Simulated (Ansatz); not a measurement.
**CO2: energy from the work of forces and stress**

```yaml
crystal:
  lattice:
    - [2.63591, -2.38738, 0.00000]
    - [2.63591, 2.38738, 0.00000]
    - [0.00000, 0.00000, 6.58717]
  atoms:
    - { symbol: C, position: [0.00000, 0.00000, 0.00000] }
    - { symbol: C, position: [0.50000, 0.50000, 0.50000] }
    - { symbol: O, position: [0.80651, 0.19349, 0.89184] }
    - { symbol: O, position: [0.19349, 0.80651, 0.10816] }
    - { symbol: O, position: [0.69349, 0.30651, 0.39184] }
    - { symbol: O, position: [0.30651, 0.69349, 0.60816] }
```

Theory: DFT PBE, scalar-relativistic, plane waves, PAW (Ansatz).

Settings: cutoff 420 eV, Γ-centred mesh 6×6×4 on the computed 6-atom cell, Gaussian smearing of 0.02 eV; no spin polarisation.

At the start the stress (GPa, compression positive, xx yy zz yz xz xy) is 2.35 3.06 2.58 0.00 0.00 0.00 and the forces (eV/Å) are C1 (0.00, 0.00, 0.00); C2 (0.00, 0.00, 0.00); O3 (0.00, 0.12, -0.08); O4 (0.00, -0.12, 0.08); O5 (0.00, -0.12, -0.08); O6 (0.00, 0.12, 0.08). Each variant moves atoms by u and then strains the cell by ε, so an atom ends at (r + u)(1 + ε); shears are tensor components, each standing twice in ε. The starting volume is 82.91 Å³.

Variant 1: strain (xx yy zz yz xz xy, %) 2.04 6.71 -0.63 0.00 0.00 0.00, moves (Å) O3 (0.000, -0.004, 0.037); O4 (0.000, 0.004, -0.037); O5 (0.000, 0.004, 0.037); O6 (0.000, -0.004, -0.037). There the stress is 1.84 -10.73 -4.01 0.00 0.00 0.00 GPa and the forces (eV/Å) are C1 (0.00, 0.00, 0.00); C2 (0.00, 0.00, 0.00); O3 (0.00, -1.69, 1.12); O4 (0.00, 1.69, -1.12); O5 (0.00, 1.69, 1.12); O6 (0.00, -1.69, -1.12).

Variant 2: strain (xx yy zz yz xz xy, %) 4.48 2.66 -5.43 -2.80 0.00 0.00, moves (Å) C1 (0.009, 0.000, 0.000); C2 (-0.047, 0.000, 0.000); O3 (0.000, 0.004, -0.033); O4 (0.000, -0.004, 0.033); O5 (0.019, 0.001, 0.010); O6 (0.019, -0.001, -0.010). There the stress is 1.68 3.46 2.06 19.78 0.00 0.00 GPa and the forces (eV/Å) are C1 (-0.16, 0.00, 0.00); C2 (0.47, 0.00, 0.00); O3 (0.08, -3.41, 2.62); O4 (0.08, 3.41, -2.62); O5 (-0.23, -3.91, -2.68); O6 (-0.23, 3.91, 2.68).

Variant 3: strain (xx yy zz yz xz xy, %) 2.21 8.92 3.62 0.00 0.00 0.00, moves (Å) O3 (0.000, -0.113, 0.048); O4 (0.000, 0.113, -0.048); O5 (0.000, 0.113, 0.048); O6 (0.000, -0.113, -0.048). There the stress is 0.90 28.24 17.32 0.00 0.00 0.00 GPa and the forces (eV/Å) are C1 (0.00, 0.00, 0.00); C2 (0.00, 0.00, 0.00); O3 (0.00, 4.69, -3.67); O4 (0.00, -4.69, 3.67); O5 (0.00, -4.69, -3.67); O6 (0.00, 4.69, 3.67).

Variant 4: no strain, moves (Å) O5 (-0.103, -0.040, -0.101). There the stress is 2.30 -7.30 -4.56 -8.75 -0.98 -0.96 GPa and the forces (eV/Å) are C1 (0.00, -0.10, 0.13); C2 (-1.02, -4.39, -4.16); O3 (0.00, 0.16, -0.17); O4 (-0.02, -0.06, -0.02); O5 (0.84, 4.93, 4.43); O6 (0.20, -0.54, -0.22).

**Question.** Estimate each change of free energy from forces and stresses by the trapezoid rule along the path (r + tu)(1 + tε), t from 0 to 1, and compare with the computed change.

**Answer.** The derivative of the energy along the path is −F·u(1 + tε) for the atoms and −V σ(1 + tε)⁻¹ : ε for the cell, with F, σ and V taken at t (σ positive in compression; 1 eV/Å³ = 160.2 GPa). Averaging t = 0 and t = 1 gives, in meV per atom:
```
variant work on atoms work on cell sum computed
      1          -14.5          18.3   3.9       3.3
      2           23.8          46.2  69.9      73.5
      3          258.4        -164.1  94.2      74.2
      4           59.9           0.0  59.9      64.3
```

The rule is exact for a quadratic energy surface and overshoots a term ct³ by c/2, so the difference between the last two columns measures the net anharmonic part along the path (terms of opposite sign can cancel, and the finite basis adds a little): 5 to 27 % here. The largest difference belongs to a path far outside the harmonic range.

Each cell of CO2 holds molecules, and where no dispersion correction was added their binding is poorly described.

This form isn't the usual stable structure of the compound.